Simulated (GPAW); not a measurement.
# PbSe (Clausthalite) (Fm-3m) in GPAW: further runs, part 2 of 3

GPAW 26.7.0. The steps go on from the part before.

## (3) Band structure, LDA

The input, run.py:

```python
from ase.dft.bandgap import bandgap
from ase.io import read, write
from ase.units import GPa
from gpaw import GPAW, PW

atoms = read('PbSe.xyz')

calc = GPAW(mode=PW(600),
            xc='LDA',
            kpts={'size': (8, 8, 8), 'gamma': True},
            occupations={'name': 'fermi-dirac', 'width': 0.05},
            nbands=19,
            convergence={'density': 1e-05, 'energy': 1e-05},
            maxiter=150,
            txt='gpaw.txt')
atoms.calc = calc
energy = atoms.get_potential_energy()
forces = atoms.get_forces()
stress = atoms.get_stress()
calc.write('gs.gpw')
write('result.traj', atoms)
print(f'Energy: {energy:.6f} eV')
print('Forces (eV/A):')
print(forces.round(4))
print('Stress (GPa):', (stress / GPa).round(3))
print('Fermi level:', round(calc.get_fermi_level(), 4), 'eV')
print(f'Gap: {bandgap(calc)[0]:.4f} eV, direct: {bandgap(calc, direct=True)[0]:.4f} eV')

path = atoms.cell.bandpath('GXWKGLUWLK,UX', npoints=100, eps=1e-4)
bs_calc = calc.fixed_density(kpts=path, symmetry='off', nbands=31,
                             convergence={'bands': 'CBM+6.0', 'eigenstates': 1e-6}, txt='bands.txt')
bs = bs_calc.band_structure()
bs.write('bs.json')
print(f'Gap on the path: {bandgap(bs_calc)[0]:.4f} eV')
```

The input, PbSe.xyz:

```xyz
2
Lattice="0.0000000000 3.0606500000 3.0606500000 3.0606500000 0.0000000000 3.0606500000 3.0606500000 3.0606500000 0.0000000000" Properties=species:S:1:pos:R:3 pbc="T T T"
Pb     0.0000000000      0.0000000000      0.0000000000
Se     3.0606500000      3.0606500000      3.0606500000
```

Potentials or basis: the program's PAW data sets (release 1.2.1) made for this functional, pw.

Launch:

```sh
$ OMP_NUM_THREADS=1 python run.py
```

gpaw.txt:

```text
__  _  _
 | _ |_)|_||  |
 |__||  | ||/\| - 26.7.0

Input parameters:
  mode=PW(ecut=600.0),
  convergence={'density': 1e-05, 'energy': 1e-05},
  kpts=MonkhorstPack(size=(8, 8, 8), gamma=True),
  maxiter=150,
  nbands=19,
  occupations=Occupations(name='fermi-dirac', width=0.05),
  xc=XC(name='LDA')

Diagonalizing LCAO Hamiltonian
Converting LCAO to pw mode

                Se

       Pb

Atoms  # Å, Bohr magnetons
|   | symbol |        x |        y |        z |    initial magnetic moments |
|---|--------|----------|----------|----------|-----------------------------|
| 0 |     Pb | 0.000000 | 0.000000 | 0.000000 | ( 0.0000,  0.0000,  0.0000) |
| 1 |     Se | 3.060650 | 3.060650 | 3.060650 | ( 0.0000,  0.0000,  0.0000) |

Unit cell  # Å
| periodic |        x |        y |        z |  lengths |    angles |
|----------|----------|----------|----------|----------|-----------|
|      yes | 0.000000 | 3.060650 | 3.060650 | 4.328413 | 60.000000 |
|      yes | 3.060650 | 0.000000 | 3.060650 | 4.328413 | 60.000000 |
|      yes | 3.060650 | 3.060650 | 0.000000 | 4.328413 | 60.000000 |

Number of symmetries: 48
Symmetry operations  # r_c * U_cc + t_c -> r_c
|    | kind |            matrix            |
|----|------|------------------------------|
|  0 |  σ   |  1, 0, 0,  1, 0,-1,  1,-1, 0 |
|  1 |  C2  |  1, 0, 0,  1,-1, 0,  1, 0,-1 |
|  2 |  E   |  1, 0, 0,  0, 1, 0,  0, 0, 1 |
|  3 |  σ   |  1, 0, 0,  0, 0, 1,  0, 1, 0 |
|  4 |  C4  |  1, 0,-1,  1, 0, 0,  1,-1, 0 |
|  5 |  S6  |  1, 0,-1,  1,-1, 0,  1, 0, 0 |
|  6 |  σ   |  1, 0,-1,  0, 1,-1,  0, 0,-1 |
|  7 |  C3  |  1, 0,-1,  0, 0,-1,  0, 1,-1 |
|  8 |  S6  |  1,-1, 0,  1, 0, 0,  1, 0,-1 |
|  9 |  C4  |  1,-1, 0,  1, 0,-1,  1, 0, 0 |
| 10 |  C3  |  1,-1, 0,  0,-1, 1,  0,-1, 0 |
| 11 |  σ   |  1,-1, 0,  0,-1, 0,  0,-1, 1 |
| 12 |  σ   |  0, 1, 0,  1, 0, 0,  0, 0, 1 |
| 13 |  C4  |  0, 1, 0,  0, 1,-1, -1, 1, 0 |
| 14 |  C3  |  0, 1, 0,  0, 0, 1,  1, 0, 0 |
| 15 |  S6  |  0, 1, 0, -1, 1, 0,  0, 1,-1 |
| 16 |  C2  |  0, 1,-1,  1, 0,-1,  0, 0,-1 |
| 17 |  σ   |  0, 1,-1,  0, 1, 0, -1, 1, 0 |
| 18 |  S4  |  0, 1,-1,  0, 0,-1,  1, 0,-1 |
| 19 |  C4  |  0, 1,-1, -1, 1, 0,  0, 1, 0 |
| 20 |  C3  |  0, 0, 1,  1, 0, 0,  0, 1, 0 |
| 21 |  σ   |  0, 0, 1,  0, 1, 0,  1, 0, 0 |
| 22 |  S6  |  0, 0, 1,  0,-1, 1, -1, 0, 1 |
| 23 |  C4  |  0, 0, 1, -1, 0, 1,  0,-1, 1 |
| 24 |  S4  |  0, 0,-1,  1, 0,-1,  0, 1,-1 |
| 25 |  C3  |  0, 0,-1,  0, 1,-1,  1, 0,-1 |
| 26 |  C2  |  0, 0,-1,  0,-1, 0, -1, 0, 0 |
| 27 |  S6  |  0, 0,-1, -1, 0, 0,  0,-1, 0 |
| 28 |  S4  |  0,-1, 1,  1,-1, 0,  0,-1, 0 |
| 29 |  C4  |  0,-1, 1,  0, 0, 1, -1, 0, 1 |
| 30 |  C2  |  0,-1, 1,  0,-1, 0,  1,-1, 0 |
| 31 |  σ   |  0,-1, 1, -1, 0, 1,  0, 0, 1 |
| 32 |  C3  |  0,-1, 0,  1,-1, 0,  0,-1, 1 |
| 33 |  S6  |  0,-1, 0,  0, 0,-1, -1, 0, 0 |
| 34 |  S4  |  0,-1, 0,  0,-1, 1,  1,-1, 0 |
| 35 |  C2  |  0,-1, 0, -1, 0, 0,  0, 0,-1 |
| 36 |  C2  | -1, 1, 0,  0, 1, 0,  0, 1,-1 |
| 37 |  S6  | -1, 1, 0,  0, 1,-1,  0, 1, 0 |
| 38 |  S4  | -1, 1, 0, -1, 0, 1, -1, 0, 0 |
| 39 |  C3  | -1, 1, 0, -1, 0, 0, -1, 0, 1 |
| 40 |  S6  | -1, 0, 1,  0, 0, 1,  0,-1, 1 |
| 41 |  C2  | -1, 0, 1,  0,-1, 1,  0, 0, 1 |
| 42 |  C3  | -1, 0, 1, -1, 1, 0, -1, 0, 0 |
| 43 |  S4  | -1, 0, 1, -1, 0, 0, -1, 1, 0 |
| 44 |  C2  | -1, 0, 0,  0, 0,-1,  0,-1, 0 |
| 45 |  i   | -1, 0, 0,  0,-1, 0,  0, 0,-1 |
| 46 |  σ   | -1, 0, 0, -1, 1, 0, -1, 0, 1 |
| 47 |  C2  | -1, 0, 0, -1, 0, 1, -1, 1, 0 |

BZ-sampling:
  Number of BZ points: 512
  Number of IBZ points: 29

  Monkhorst-Pack size: [8, 8, 8]
  Monkhorst-Pack shift: [0.0625, 0.0625, 0.0625]

K-points  # in reciprocal-cell coordinates
|     |                                coordinates |     weight |
|-----|--------------------------------------------|------------|
|   0 | (  0.00000000,   0.00000000,   0.00000000) | 0.00195312 |
|   1 | (  0.12500000,   0.12500000,   0.00000000) | 0.01171875 |
|   2 | (  0.12500000,   0.12500000,   0.12500000) | 0.01562500 |
|   3 | (  0.25000000,   0.12500000,   0.12500000) | 0.02343750 |
|   4 | (  0.25000000,   0.25000000,   0.00000000) | 0.01171875 |
|   5 | (  0.25000000,   0.25000000,   0.12500000) | 0.04687500 |
|   6 | (  0.25000000,   0.25000000,   0.25000000) | 0.01562500 |
|   7 | (  0.37500000,   0.25000000,  -0.37500000) | 0.04687500 |
|   8 | (  0.37500000,   0.25000000,   0.12500000) | 0.04687500 |
|   9 | (  0.37500000,   0.25000000,   0.25000000) | 0.04687500 |
| ... |                                            |            |
|  28 | (  0.50000000,   0.50000000,   0.50000000) | 0.00781250 |

Plane wave coefficients: 1930
Cutoff: 600.0 eV

Spin-components: 1 (collinear spins)
Bands:           19
Projectors:      11
Spin-degeneracy: 2
Datatype:        complex128

Parallelization:
  kpt:    1
  domain: 1
  band:   1

Density:
  Valence electrons: 20.0
  Components: 1
  Grid points: [25 25 25]
  Charge: 0.0  # |e|

Potential:
  Grid points: [25 25 25]

species:
  Pb:
    name:    Lead
    Z:       82.0
    valence: 14
    core:    68
    charge:  0.0  # [|e|]
    compensation charges:
      type: gauss
      rc: 0.38  # [Å]
      lmax: 2
    cutoffs:
      filter: 2.36  # [Å]
      core: 2.43  # [Å]
    projectors
    | kind |    occ | energy [eV] | rcut [Å] |
    |------|--------|-------------|----------|
    |   6s |  2.000 |     -12.249 |    1.259 |
    |   6p |  2.000 |      -3.713 |    1.275 |
    |   5d | 10.000 |     -21.326 |    1.217 |
    |    s |        |      14.962 |    1.259 |
    |    p |        |      23.498 |    1.275 |
    |    d |        |       5.885 |    1.217 |

    Using partial waves for Pb as LCAO basis

  Se:
    name:    Selenium
    Z:       34.0
    valence: 6
    core:    28
    charge:  0.0  # [|e|]
    compensation charges:
      type: gauss
      rc: 0.27  # [Å]
      lmax: 2
    cutoffs:
      filter: 1.77  # [Å]
      core: 2.67  # [Å]
    projectors
    | kind |    occ | energy [eV] | rcut [Å] |
    |------|--------|-------------|----------|
    |   4s |  2.000 |     -17.472 |    0.847 |
    |   4p |  4.000 |      -6.656 |    1.005 |
    |    s |        |       9.739 |    0.847 |
    |    p |        |      20.555 |    1.005 |
    |    d |        |       0.000 |    0.847 |

    Using partial waves for Se as LCAO basis

Reference energy: -632988.107271  # eV

eigensolver:
  PPCG
  Converge bands: occupied
  niter=2

density mixing:
  MSR1-Mixer
  Pratt-step length: 0.05
  Maximum mixing coefficient: 0.75
  Old densities: 10
  SVD Regularization: 0.005
  Good broyden scale: 1.0
  Trust region scale: 1.0
  Backstep threshold: 4.0
  History deletion threshold: 6.0
  Fourier metric: weight=20.0, sigma=0.015

occupation numbers:
  Fermi-Dirac:
    width: 0.0500  # eV

poisson solver:
  ecut: 4800.0  # eV

xc functional:
  name: None

convergence criteria:
[... 6 lines left out ...]
|iter     | |      energy | eigst |  dens |
|---------|-|-------------|-------|-------|
|iter:   1| |   -9.952357 | -0.25 |       |
|iter:   2| |   -9.894518 | -2.11 | -1.25 |
|iter:   3| |   -9.701619 | -2.05 | -1.30 |
|iter:   4| |   -9.699620 | -3.97 | -1.91 |
|iter:   5| |   -9.699304 | -4.72 | -2.32 |
|iter:   6| |   -9.699306 | -5.85 | -3.35 |
|iter:   7| |   -9.699307c| -6.86 | -3.89 |
|iter:   8| |   -9.699307c| -7.79c| -4.57 |
|iter:   9| |   -9.699307c| -8.04c| -5.28c|

Converged in 9 steps
Energy contributions relative to reference atoms: (reference = -632988.107271)

Energy contributions:
  Kinetic:          14.653305
  Coulomb:         -15.360457
  Zero:             -0.051621
  External:          0.000000
  Xc:               -8.940147
  Entropy:          -0.000774
  Spinorbit:         0.000000
  ----------------------------
  Free energy:      -9.699694
  Extrapolated:     -9.699307

dipole moment: (-25.973969, -25.973969, -25.973969)  # |e|*Ang

Fermi level: 5.844
Eigenvalues  # (at kpt = [0.000, 0.000, 0.000])
| band index |      eig [eV] | occ [0-2] |
|------------|---------------|-----------|
|          0 |       -10.967 |     2.000 |
|        ... |               |           |
|          2 |       -10.959 |     2.000 |
|          3 |       -10.959 |     2.000 |
|          4 |       -10.959 |     2.000 |
|          5 |        -7.859 |     2.000 |
|          6 |        -0.615 |     2.000 |
|          7 |         3.895 |     2.000 |
[... 9 lines left out ...]
|         17 |        14.043 |     0.000 |
|         18 |        14.803 |     0.000 |

Gap: 0.142 eV
Transition (v -> c):
  (s=0, k=28, n=9, [0.50, 0.50, 0.50]) -> (s=0, k=28, n=10, [0.50, 0.50, 0.50])
No difference between direct/indirect transitions

Forces  # eV/Ang
|        x |       y |       z |
|----------|---------|---------|
| -0.00000 | 0.00000 | 0.00000 |  # Pb   0
|  0.00000 | 0.00000 | 0.00000 |  # Se   1

Stress tensor  # eV/Ang^3
|        x |         y |         z |
|----------|-----------|-----------|
| 0.014498 |  0.000000 |  0.000000 |
| 0.000000 |  0.014498 | -0.000000 |
| 0.000000 | -0.000000 |  0.014498 |

# Writing to gs.gpw (mode='')
```

Wall time 73 s (1 thread of Arm Neoverse V1, shared host); peak memory 0.32 GiB.

Results:

| Quantity | Value |
| --- | --- |
| Free energy | -9.6997 eV |
| Pressure | -2.3 GPa |
| Band gap on the k mesh | 0.14 eV, direct |
| Band gap along the path | 0.14 eV, direct |

Levels at the corners of the path, in eV from the valence-band top:
```csv
point,band 7,band 8,band 9,band 10,band 11,band 12,band 13,band 14
Γ,-6.39,-1.88,-1.88,-1.88,4.57,4.57,4.57,6.50
X,-7.44,-5.02,-3.25,-3.25,3.63,5.47,5.47,5.92
W,-8.06,-4.26,-4.26,-0.78,1.75,4.86,4.86,7.63
K,-8.09,-4.61,-2.74,-2.43,3.30,3.91,5.33,5.74
Γ,-6.39,-1.88,-1.88,-1.88,4.57,4.57,4.57,6.50
L,-8.85,-1.45,-1.45,0.00,0.14,1.58,1.58,8.42
U,-8.09,-4.61,-2.74,-2.43,3.30,3.91,5.33,5.74
W,-8.06,-4.26,-4.26,-0.78,1.75,4.86,4.86,7.63
L,-8.85,-1.45,-1.45,0.00,0.14,1.58,1.58,8.42
K,-8.09,-4.61,-2.74,-2.43,3.30,3.91,5.33,5.74
U,-8.09,-4.61,-2.74,-2.43,3.30,3.91,5.33,5.74
X,-7.44,-5.02,-3.25,-3.25,3.63,5.47,5.47,5.92
```

Caveat: spin-orbit coupling is left out, which as a rule narrows the gap of such compounds by several tenths of an eV.

## (4) Band structure, PBEsol

Edit run.py of step 3 so:

```diff
@@ -3,8 +3,10 @@
 from ase.units import GPa
-from gpaw import GPAW, PW
+from gpaw import GPAW, PW, setup_paths
 
-atoms = read('PbSe.xyz')
+setup_paths.insert(0, '.')
+
+atoms = read('POSCAR')
 
 calc = GPAW(mode=PW(600),
-            xc='LDA',
+            xc='PBEsol',
             kpts={'size': (8, 8, 8), 'gamma': True},
```

The input, POSCAR:

```
PbSe
1.0
    0.0000000000      3.0606500000      3.0606500000
    3.0606500000      0.0000000000      3.0606500000
    3.0606500000      3.0606500000      0.0000000000
Pb Se
1 1
Direct
    0.0000000000      0.0000000000      0.0000000000
    0.5000000000      0.5000000000      0.5000000000
```

Potentials or basis: PAW data sets generated in the run's folder for this functional, pw.

Launch:

```sh
$ gpaw-setup -f PBEsol Pb Se
$ OMP_NUM_THREADS=1 python run.py
```

gpaw.txt:

```text
__  _  _
 | _ |_)|_||  |
 |__||  | ||/\| - 26.7.0

Input parameters:
  mode=PW(ecut=600.0),
  convergence={'density': 1e-05, 'energy': 1e-05},
  kpts=MonkhorstPack(size=(8, 8, 8), gamma=True),
  maxiter=150,
  nbands=19,
  occupations=Occupations(name='fermi-dirac', width=0.05),
  xc=XC(name='PBEsol')

Diagonalizing LCAO Hamiltonian
Converting LCAO to pw mode

                Se

       Pb

Atoms  # Å, Bohr magnetons
|   | symbol |        x |        y |        z |    initial magnetic moments |
|---|--------|----------|----------|----------|-----------------------------|
| 0 |     Pb | 0.000000 | 0.000000 | 0.000000 | ( 0.0000,  0.0000,  0.0000) |
| 1 |     Se | 3.060650 | 3.060650 | 3.060650 | ( 0.0000,  0.0000,  0.0000) |

Unit cell  # Å
| periodic |        x |        y |        z |  lengths |    angles |
|----------|----------|----------|----------|----------|-----------|
|      yes | 0.000000 | 3.060650 | 3.060650 | 4.328413 | 60.000000 |
|      yes | 3.060650 | 0.000000 | 3.060650 | 4.328413 | 60.000000 |
|      yes | 3.060650 | 3.060650 | 0.000000 | 4.328413 | 60.000000 |

Number of symmetries: 48
Symmetry operations  # r_c * U_cc + t_c -> r_c
|    | kind |            matrix            |
|----|------|------------------------------|
|  0 |  σ   |  1, 0, 0,  1, 0,-1,  1,-1, 0 |
|  1 |  C2  |  1, 0, 0,  1,-1, 0,  1, 0,-1 |
|  2 |  E   |  1, 0, 0,  0, 1, 0,  0, 0, 1 |
|  3 |  σ   |  1, 0, 0,  0, 0, 1,  0, 1, 0 |
|  4 |  C4  |  1, 0,-1,  1, 0, 0,  1,-1, 0 |
|  5 |  S6  |  1, 0,-1,  1,-1, 0,  1, 0, 0 |
|  6 |  σ   |  1, 0,-1,  0, 1,-1,  0, 0,-1 |
[... 156 lines left out ...]

occupation numbers:
  Fermi-Dirac:
    width: 0.0500  # eV

poisson solver:
  ecut: 4800.0  # eV

xc functional:
  name: PBEsol with 2 nearest neighbor stencil

convergence criteria:
[... 6 lines left out ...]
|iter     | |      energy | eigst |  dens |
|---------|-|-------------|-------|-------|
|iter:   1| |   -9.367903 | -0.24 |       |
|iter:   2| |   -9.314750 | -2.07 | -1.26 |
|iter:   3| |   -9.135827 | -2.02 | -1.31 |
|iter:   4| |   -9.135121 | -3.88 | -1.91 |
|iter:   5| |   -9.135180 | -4.53 | -2.33 |
|iter:   6| |   -9.135193c| -5.74 | -3.29 |
|iter:   7| |   -9.135194c| -6.81 | -3.86 |
|iter:   8| |   -9.135194c| -7.80c| -4.54 |
|iter:   9| |   -9.135194c| -7.96c| -5.32c|

Converged in 9 steps
Energy contributions relative to reference atoms: (reference = -633181.325866)

Energy contributions:
  Kinetic:          16.368442
  Coulomb:         -16.963477
  Zero:             -0.076917
  External:          0.000000
  Xc:               -8.462880
  Entropy:          -0.000724
  Spinorbit:         0.000000
  ----------------------------
  Free energy:      -9.135556
  Extrapolated:     -9.135194

dipole moment: (-25.904580, -25.904580, -25.904580)  # |e|*Ang

Fermi level: 6.058
Eigenvalues  # (at kpt = [0.000, 0.000, 0.000])
| band index |      eig [eV] | occ [0-2] |
|------------|---------------|-----------|
|          0 |       -10.806 |     2.000 |
|        ... |               |           |
|          2 |       -10.802 |     2.000 |
|          3 |       -10.802 |     2.000 |
|          4 |       -10.802 |     2.000 |
|          5 |        -7.649 |     2.000 |
|          6 |        -0.316 |     2.000 |
|          7 |         4.065 |     2.000 |
[... 9 lines left out ...]
|         17 |        14.222 |     0.000 |
|         18 |        14.921 |     0.000 |

Gap: 0.155 eV
Transition (v -> c):
  (s=0, k=28, n=9, [0.50, 0.50, 0.50]) -> (s=0, k=28, n=10, [0.50, 0.50, 0.50])
No difference between direct/indirect transitions

Forces  # eV/Ang
|        x |       y |       z |
|----------|---------|---------|
| -0.00000 | 0.00000 | 0.00000 |  # Pb   0
| -0.00000 | 0.00000 | 0.00000 |  # Se   1

Stress tensor  # eV/Ang^3
|         x |        y |         z |
|-----------|----------|-----------|
|  0.004469 | 0.000000 | -0.000000 |
|  0.000000 | 0.004469 |  0.000000 |
| -0.000000 | 0.000000 |  0.004469 |

# Writing to gs.gpw (mode='')
```

bands.txt:

```text
Diagonalizing LCAO Hamiltonian
Converting LCAO to pw mode
convergence criteria:
- Maximum integral of absolute [eigenst]ate change: 1e-06 eV^2 / valence electron
maximum number of iterations: 150

SCF iterations
|iter     | |      energy | eigst |  dens |
|---------|-|-------------|-------|-------|
|iter:   1| |             | +0.20 |       |
[... 106 lines left out ...]
         [0.375     , 0.375     , 0.75      ],
         [0.625     , 0.25      , 0.625     ],
         [0.60416667, 0.20833333, 0.60416667],
         [0.58333333, 0.16666667, 0.58333333],
         [0.5625    , 0.125     , 0.5625    ],
         [0.54166667, 0.08333333, 0.54166667],
         [0.52083333, 0.04166667, 0.52083333],
         [0.5       , 0.        , 0.5       ]])),
  maxiter=150,
  nbands=31,
  occupations=Occupations(name='fermi-dirac', width=0.05),
  symmetry=Symmetry(point_group=False, time_reversal=False),
  xc=XC(name='PBEsol')
```

It took 77 s on 1 thread of Arm Neoverse V1, shared host; peak memory 0.33 GiB.

Results:

```yaml
Free_energy: -9.1356 eV
Pressure: -0.7 GPa
Band_gap_on_the_k_mesh: 0.16 eV, direct
Band_gap_along_the_path: 0.16 eV, direct
```

Levels at the corners of the path, in eV from the valence-band top:
| point | band 7 | band 8 | band 9 | band 10 | band 11 | band 12 | band 13 | band 14 |
| --- | --- | --- | --- | --- | --- | --- | --- | --- |
| Γ | -6.30 | -1.92 | -1.92 | -1.92 | 4.62 | 4.62 | 4.62 | 6.42 |
| X | -7.36 | -5.06 | -3.29 | -3.29 | 3.55 | 5.53 | 5.53 | 5.95 |
| W | -8.00 | -4.30 | -4.30 | -0.81 | 1.78 | 4.85 | 4.85 | 7.63 |
| K | -8.03 | -4.65 | -2.78 | -2.45 | 3.30 | 3.93 | 5.35 | 5.70 |
| Γ | -6.30 | -1.92 | -1.92 | -1.92 | 4.62 | 4.62 | 4.62 | 6.42 |
| L | -8.80 | -1.50 | -1.50 | 0.00 | 0.16 | 1.60 | 1.60 | 8.38 |
| U | -8.03 | -4.65 | -2.78 | -2.45 | 3.30 | 3.93 | 5.35 | 5.70 |
| W | -8.00 | -4.30 | -4.30 | -0.81 | 1.78 | 4.85 | 4.85 | 7.63 |
| L | -8.80 | -1.50 | -1.50 | 0.00 | 0.16 | 1.60 | 1.60 | 8.38 |
| K | -8.03 | -4.65 | -2.78 | -2.45 | 3.30 | 3.93 | 5.35 | 5.70 |
| U | -8.03 | -4.65 | -2.78 | -2.45 | 3.30 | 3.93 | 5.35 | 5.70 |
| X | -7.36 | -5.06 | -3.29 | -3.29 | 3.55 | 5.53 | 5.53 | 5.95 |

Caveat: spin-orbit coupling is left out, which as a rule narrows the gap of such compounds by several tenths of an eV.

[end of part 2 of 3]
